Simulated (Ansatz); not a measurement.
**BN: equation of state with LDA**

BN:

```
N B
1.0
     2.50804    0.00000    0.00000
    -1.24671    2.17623    0.00000
    -0.63067   -1.08812    3.02254
N B
1 1
Direct
  0.66851 0.33238 0.98500
  0.97964 0.98350 0.00181
```

The cell comes from a database or a generator and needn't be the stable form of this composition.

| Item | Value |
| --- | --- |
| Program | Ansatz 0.2.0 |
| Task | equation of state |
| Functional | LDA |
| Potentials or basis | all-electron LAPW, scalar-relativistic |
| Basis error allowed | 0.001 eV/atom |
| k mesh | 13 × 13 × 9 |
| Occupations | fermi-dirac, width 0.05 eV |
| Spin | no spin polarisation |

- Equilibrium volume: 8.13 Å³/atom
- Bulk modulus at fixed shape and positions: 275 GPa
- Pressure derivative of the bulk modulus: 3.6

Energy against volume, from the lowest point:
```
volume (Å³/atom)  energy (meV/atom)
           7.754              16.00
           7.919               4.76
           8.084               0.00
           8.249               1.15
           8.414               7.69
           8.579              19.14
           8.744              35.06
```

All runs of the series together: 25 min on 1 thread of Arm Neoverse N1 (shared host).

Caveat: the cell was scaled at fixed shape and fractional positions, which overstates the stiffness of a crystal with free parameters, most of all of layers and chains.
